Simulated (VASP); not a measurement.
# CdTe (F-43m) in VASP: single point with HSE06

Aim: the single point of CdTe with HSE06.

Program: VASP 6.6.1. These are calculated values, not measurements. Logs are shortened: lines on timing, memory, paths and dates and some standing lists are left out, and cuts for length are marked.

**What was measured.**

A printed reference work, data compilation reports, for a bulk crystal of CdTe at 0 K: band gap 1.607 eV.

The runs below are set against these values where they give the same quantity.

## Step 1: The structure

The structure is cubic, space group F-43m (No. 216). The conventional cell has a = 6.495 Å, b = 6.495 Å, c = 6.495 Å, α = 90.00°, β = 90.00°, γ = 90.00°. Cd (site symmetry -43m) is surrounded by 4 Te at 2.81 Å. Te (site symmetry -43m) is surrounded by 4 Cd at 2.81 Å.

The cell is a database's computed one.

## Step 2: Single point, HSE06

POSCAR

```
CdTe
1.0
    0.0000000000      3.2476700000      3.2476700000
    3.2476700000      0.0000000000      3.2476700000
    3.2476700000      3.2476700000      0.0000000000
Cd Te
1 1
Direct
    0.0000000000      0.0000000000      0.0000000000
    0.7500000000      0.7500000000      0.7500000000
```

INCAR.step1

```
  PREC = Accurate
  ENCUT = 520
  EDIFF = 1E-5
  ISMEAR = 0
  SIGMA = 0.02
  LREAL = False
  LASPH = True
  NELM = 80
  ALGO = Normal
  ISIF = 2
  LWAVE = True
  LCHARG = False
  NBANDS = 16
  GGA = PE
```

INCAR.step2

```
  PREC = Accurate
  ENCUT = 520
  EDIFF = 1E-7
  ISMEAR = 0
  SIGMA = 0.02
  LREAL = False
  LASPH = True
  NELM = 80
  ALGO = Normal
  ISIF = 2
  LWAVE = False
  LCHARG = False
  GGA = PE
  LHFCALC = True
  HFSCREEN = 0.2
  PRECFOCK = Fast
  NBANDS = 16
  ISTART = 1
```

KPOINTS

```
Automatic mesh
0
Gamma
  4 4 4
```

Potentials or basis: VASP PAW PBE potentials, release 64 (Cd, Te).

Started as:

```sh
cat potpaw_PBE.64/Cd/POTCAR potpaw_PBE.64/Te/POTCAR > POTCAR
cp INCAR.step1 INCAR
mpirun -np 1 vasp_std > vasp.out
cp INCAR.step2 INCAR
mpirun -np 1 vasp_std > vasp.out
```

OUTCAR:

```text
PREC = Accurate
   ENCUT = 520
   EDIFF = 1E-7
   ISMEAR = 0
   LREAL = False
   LASPH = True
   NELM = 80
   ISIF = 2
   GGA = PE
   LHFCALC = True
   HFSCREEN = 0.2
   PRECFOCK = Fast
   ISTART = 1

 ion  position               nearest neighbor table
   1  0.000  0.000  0.000-   2 2.81   2 2.81   2 2.81   2 2.81
   2  0.750  0.750  0.750-   1 2.81   1 2.81   1 2.81   1 2.81

  LATTYP: Found a face centered cubic cell.
 ALAT       =     6.4953400000

  Lattice vectors:

 A1 = (   0.0000000000,   3.2476700000,   3.2476700000)
 A2 = (   3.2476700000,   0.0000000000,   3.2476700000)
 A3 = (   3.2476700000,   3.2476700000,   0.0000000000)

Analysis of symmetry for initial positions (statically):
=====================================================================
 Subroutine PRICEL returns:
 Original cell was already a primitive cell.

 Routine SETGRP: Setting up the symmetry group for a
 face centered cubic supercell.

 Subroutine GETGRP returns: Found 24 space group operations
 (whereof 24 operations were pure point group operations)
 out of a pool of 48 trial point group operations.

The static configuration has the point symmetry T_d .

Analysis of symmetry for dynamics (positions and initial velocities):
=====================================================================
 Subroutine PRICEL returns:
 Original cell was already a primitive cell.

 Routine SETGRP: Setting up the symmetry group for a
 face centered cubic supercell.

 Subroutine GETGRP returns: Found 24 space group operations
 (whereof 24 operations were pure point group operations)
 out of a pool of 48 trial point group operations.

The dynamic configuration has the point symmetry T_d .

 Subroutine INISYM returns: Found 24 space group operations
 (whereof 24 operations are pure point group operations),
 and found     1 'primitive' translations

----------------------------------------------------------------------------------------

                                     Primitive cell

  volume of cell :      68.5087

  direct lattice vectors                    reciprocal lattice vectors
     0.000000000  3.247670000  3.247670000    -0.153956529  0.153956529  0.153956529
     3.247670000  0.000000000  3.247670000     0.153956529 -0.153956529  0.153956529
     3.247670000  3.247670000  0.000000000     0.153956529  0.153956529 -0.153956529

  length of vectors
     4.592898960  4.592898960  4.592898960     0.266660530  0.266660530  0.266660530

  position of ions in fractional coordinates (direct lattice)
     0.000000000  0.000000000  0.000000000
     0.750000000  0.750000000  0.750000000

  ion indices of the primitive-cell ions
   primitive index   ion index
                 1           1
                 2           2

----------------------------------------------------------------------------------------

 KPOINTS: Automatic mesh

Automatic generation of k-mesh.
 Grid dimensions read from file:
 generate k-points for:    4    4    4

 Generating k-lattice:

  Cartesian coordinates                     Fractional coordinates (reciprocal lattice)
    -0.038489132  0.038489132  0.038489132     0.250000000  0.000000000  0.000000000
     0.038489132 -0.038489132  0.038489132     0.000000000  0.250000000  0.000000000
     0.038489132  0.038489132 -0.038489132     0.000000000  0.000000000  0.250000000

  Length of vectors
     0.066665133  0.066665133  0.066665133

  Shift w.r.t. Gamma in fractional coordinates (k-lattice)
     0.000000000  0.000000000  0.000000000

 Subroutine IBZKPT returns following result:
 ===========================================

 Found      8 irreducible k-points:

 Following reciprocal coordinates:
            Coordinates               Weight
  0.000000  0.000000  0.000000      1.000000
  0.250000  0.000000  0.000000      8.000000
  0.500000  0.000000  0.000000      4.000000
  0.250000  0.250000  0.000000      6.000000
  0.500000  0.250000  0.000000     24.000000
 -0.250000  0.250000  0.000000     12.000000
  0.500000  0.500000  0.000000      3.000000
 -0.250000  0.500000  0.250000      6.000000
   k-points           NKPTS =      8   k-points in BZ     NKDIM =     64   number of bands    NBANDS=     16
   number of dos      NEDOS =    301   number of ions     NIONS =      2
   total plane-waves  NPLWV =  46656
   dimension x,y,z NGX =    36 NGY =   36 NGZ =   36
   dimension x,y,z NGXF=    72 NGYF=   72 NGZF=   72
   ions per type =               1   1
   NGX,Y,Z   is equivalent  to a cutoff of  13.03, 13.03, 13.03 a.u.
   NGXF,Y,Z  is equivalent  to a cutoff of  26.06, 26.06, 26.06 a.u.
 SYSTEM =  unknown system
   PREC   = accura    normal or accurate (medium, high low for compatibility)
   ISTART =      1    job   : 0-new  1-cont  2-samecut
   ICHARG =      0    charge: 1-file 2-atom 10-const
   ISPIN  =      1    spin polarized calculation?
   LNONCOLLINEAR =      F non collinear calculations
   LSORBIT =      F    spin-orbit coupling
   LASPH  =      T    aspherical Exc in radial PAW
   ENCUT  =  520.0 eV  38.22 Ry    6.18 a.u.   8.54  8.54  8.54*2*pi/ulx,y,z
   NELM   =     80;   NELMIN=  2; NELMDL=  0     # of ELM steps
   EDIFF  = 0.1E-06   stopping-criterion for ELM
   LREAL  =      F    real-space projection
   EDIFFG = 0.1E-05   stopping-criterion for IOM
   NSW    =      0    number of steps for IOM
   IBRION =     -1    ionic relax: 0-MD 1-quasi-New 2-CG
   NFREE  =      0    steps in history (QN), initial steepest desc. (CG)
   ISIF   =      2    stress and relaxation
   ISYM   =      3    0-nonsym 1-usesym 2-fastsym
   POTIM  = 0.5000    time-step for ionic-motion
   TEBEG  =    0.0;   TEEND  =   0.0 temperature during run
   PSTRESS=    0.0 pullay stress
   NELECT =      18.0000    total number of electrons
   NUPDOWN=      -1.0000    fix difference up-down
   EMIN   =  10.00;   EMAX   =-10.00  energy-range for DOS
   EFERMI =   0.00;   METHOD = LEGACY
   ISMEAR =     0;   SIGMA  =   0.02  broadening in eV -4-tet -1-fermi 0-gaus
   EFERMI_NEDOS =   21; number of points for ismear=-14 and -15
   IALGO  =     38    algorithm
   IMIX   =      1    mixing-type and parameters
     AMIX     =   0.40;   BMIX     =  1.00
     AMIX_MAG =   1.60;   BMIX_MAG =  1.00
  volume/ion in A,a.u.               =      34.25       231.16
  Fermi-wavevector in a.u.,A,eV,Ry     =   1.048537  1.981448 14.958652  1.099430
  Thomas-Fermi vector in A             =   2.183463
   LORBIT       =      0    0 simple, 1 ext, 2 COOP (PROOUT), +10 PAW based schemes
   GGA     = PE    functional components
   LHFCALC =     T    Hartree Fock is set to
   PRECFOCK=fast      Normal, Fast or Accurate (Low or Medium for compatibility)
   ENCUT4O =  -1.0   cutoff for four orbital integrals eV
   NKREDX  =     1    reduce k-point grid by
   NKREDY  =     1    reduce k-point grid by
   NKREDZ  =     1    reduce k-point grid by
   AEXX    =    0.2500 exact exchange contribution
   HFSCREEN=    0.2000 screening length (either q_TF or 0.3 A-1)
   HFSCREENC=   0.2000 screening length for correlation (either q_TF or 0.3 A-1)
   ENCUTFOCK=  -1.0 apply spherical cutoff to Coloumb kernel
   IVDW    =     0    specifies the selected vdW correction
   LEPSILON=     F    determine dielectric tensor
   LRPA    =     F    only Hartree local field effects (RPA)
 non-spin polarized calculation
 Gauss-broadening in eV      SIGMA  =   0.02
  energy-cutoff  :      520.00
  volume of cell :       68.51
 maximum number of plane-waves:      1859
 NGX is ok and might be reduce to    36
  NGX = 20; NGY = 20; NGZ = 20

 number of electron      17.9999998 magnetization

 Free energy of the ion-electron system (eV)
  ---------------------------------------------------
  ext. energy  EPLUGINS =         0.00000000
  ---------------------------------------------------
  free energy    TOTEN  =        -6.00109918 eV

  energy without entropy =       -6.00109918  energy(sigma->0) =       -6.00109918

 E-fermi :   1.8949     XC(G=0):  -7.1226

 val. band max:        1.7790473862   @ k =   0.0000   0.0000   0.0000
 cond. band min:       3.3384750689   @ k =   0.0000   0.0000   0.0000
 fundamental gap:      1.5594276827
 Fermi energy:         1.8948777684

 k-point     1 :       0.0000    0.0000    0.0000
  band No.  band energies     occupation
      1     -10.3167      2.00000
      2      -7.8053      2.00000
      3      -7.8053      2.00000
      4      -7.8053      2.00000
      5      -7.5467      2.00000
      6      -7.5467      2.00000
      7       1.7790      2.00000
      8       1.7790      2.00000
      9       1.7790      2.00000
     10       3.3385      0.00000
     11       7.2718      0.00000
     12       7.2718      0.00000
     13       7.2718      0.00000
     14      10.2985      0.00000
     15      12.1267      0.00000
     16      12.1267      0.00000

 k-point     2 :       0.2500    0.0000    0.0000
  band No.  band energies     occupation
      1     -10.1179      2.00000
      2      -7.7708      2.00000
      3      -7.7708      2.00000
      4      -7.5661      2.00000
      5      -7.5473      2.00000
      6      -7.5473      2.00000
      7      -1.0630      2.00000
      8       1.3298      2.00000
      9       1.3298      2.00000
     10       4.5866      0.00000
     11       7.8478      0.00000
     12       7.8478      0.00000
     13       8.0427      0.00000
     14      11.0474      0.00000
     15      11.1699      0.00000
     16      11.1699      0.00000

 k-point     3 :       0.5000    0.0000    0.0000
  band No.  band energies     occupation
      1      -9.9363      2.00000
      2      -7.7434      2.00000
      3      -7.7434      2.00000
      4      -7.5394      2.00000
      5      -7.5394      2.00000
      6      -7.1023      2.00000
      7      -2.9226      2.00000
      8       0.9600      2.00000
      9       0.9600      2.00000
     10       4.4109      0.00000
     11       7.8527      0.00000
     12       7.8527      0.00000
     13       9.7760      0.00000
     14      11.5310      0.00000
     15      13.2000      0.00000
     16      13.2000      0.00000

 k-point     4 :       0.2500    0.2500    0.0000
  band No.  band energies     occupation
      1     -10.0553      2.00000
      2      -7.7313      2.00000
      3      -7.7313      2.00000
      4      -7.6216      2.00000
      5      -7.5326      2.00000
      6      -7.4814      2.00000
      7      -0.9843      2.00000
      8       0.6366      2.00000
      9       0.6366      2.00000
     10       5.5987      0.00000
     11       5.8733      0.00000
     12       9.2532      0.00000
     13       9.2532      0.00000
     14       9.4465      0.00000
     15      12.6938      0.00000
     16      13.5918      0.00000

 k-point     5 :       0.5000    0.2500    0.0000
  band No.  band energies     occupation
      1      -9.8823      2.00000
      2      -7.7097      2.00000
      3      -7.6946      2.00000
      4      -7.5841      2.00000
      5      -7.5324      2.00000
      6      -7.0273      2.00000
      7      -2.5350      2.00000
      8      -0.4031      2.00000
      9       0.3227      2.00000
     10       5.5626      0.00000
     11       7.1861      0.00000
     12       8.8373      0.00000
     13       9.5157      0.00000
     14      11.9050      0.00000
     15      13.4044      0.00000
     16      13.8706      0.00000

 k-point     6 :      -0.2500    0.2500    0.0000
  band No.  band energies     occupation
      1      -9.9374      2.00000
      2      -7.7288      2.00000
      3      -7.7249      2.00000
      4      -7.5543      2.00000
      5      -7.5527      2.00000
      6      -7.1788      2.00000
      7      -2.1356      2.00000
      8      -0.4768      2.00000
      9       0.9299      2.00000
     10       5.8070      0.00000
     11       7.8836      0.00000
     12       8.2868      0.00000
     13       8.5996      0.00000
     14      10.7240      0.00000
     15      12.4372      0.00000
     16      13.9943      0.00000

 k-point     7 :       0.5000    0.5000    0.0000
  band No.  band energies     occupation
      1      -9.8290      2.00000
      2      -7.6496      2.00000
      3      -7.6496      2.00000
      4      -7.6388      2.00000
      5      -7.5185      2.00000
      6      -6.9180      2.00000
      7      -2.7931      2.00000
      8      -0.1982      2.00000
      9      -0.1982      2.00000
     10       5.0815      0.00000
     11       5.2685      0.00000
     12      11.7497      0.00000
     13      12.1396      0.00000
     14      12.1396      0.00000
     15      13.6823      0.00000
     16      14.4240      0.00000

 k-point     8 :      -0.2500    0.5000    0.2500
  band No.  band energies     occupation
      1      -9.8314      2.00000
      2      -7.6884      2.00000
      3      -7.6776      2.00000
      4      -7.5764      2.00000
      5      -7.5458      2.00000
      6      -6.8400      2.00000
      7      -2.6319      2.00000
      8      -0.6994      2.00000
      9      -0.5245      2.00000
     10       7.0475      0.00000
     11       7.2381      0.00000
     12       8.2615      0.00000
     13       8.9336      0.00000
     14      12.6590      0.00000
     15      14.0469      0.00000
     16      14.1718      0.00000

------------------------ aborting loop because EDIFF is reached ----------------------------------------

  FORCE on cell =-STRESS in cart. coord.  units (eV):
  Direction    XX          YY          ZZ          XY          YZ          ZX
  --------------------------------------------------------------------------------------
  -------------------------------------------------------------------------------------
  Total        0.6542864      0.6542864      0.6542864     -0.0000000      0.0000000      0.0000000
  in kB       15.3014565     15.3014565     15.3014565     -0.0000000      0.0000000      0.0000000
  external PRESSURE =      15.3014565 kB  Pullay stress =       0.0000000 kB

 VOLUME and BASIS-vectors are now :
 -----------------------------------------------------------------------------
  energy-cutoff  :      520.00
  volume of cell :       68.51
      direct lattice vectors                 reciprocal lattice vectors
     0.000000000  3.247670000  3.247670000    -0.153956529  0.153956529  0.153956529
     3.247670000  0.000000000  3.247670000     0.153956529 -0.153956529  0.153956529
     3.247670000  3.247670000  0.000000000     0.153956529  0.153956529 -0.153956529

 POSITION                                       TOTAL-FORCE (eV/Angst)
 -----------------------------------------------------------------------------------
      0.00000      0.00000      0.00000        -0.000000     -0.000000     -0.000000
      4.87150      4.87150      4.87150         0.000000      0.000000      0.000000
 -----------------------------------------------------------------------------------
    total drift:                                0.000001      0.000001      0.000001

  FREE ENERGIE OF THE ION-ELECTRON SYSTEM (eV)
  ---------------------------------------------------
  free  energy   TOTEN  =        -6.0010991829 eV

  energy  without entropy=       -6.0010991829  energy(sigma->0) =       -6.00109918
```

It took 5.2 min on 1 thread of Intel Xeon Platinum 8488C (Sapphire Rapids), shared host; peak memory 0.31 GiB.

What came out:

| Item | Value |
| --- | --- |
| Free energy | -6.0011 eV |
| Pressure | 1.5 GPa |
| Band gap on the k mesh | 1.56 eV, direct |

Caveat: the PAW data sets were made with another functional, which shifts forces and pressure a little; spin-orbit coupling is left out, which moves the levels of the heavy elements.

## Step 3: How close it comes

Step 2. Measured gap of CdTe: 1.607 eV (0 K; a printed reference work, data compilation). This calculation gives 1.56 eV (-0.05 eV). Spin-orbit coupling on Cd, Te is left out. The value is that of HSE06, without temperature or zero-point motion. The cell is a database's relaxed one, not the measured one, which moves gaps too.
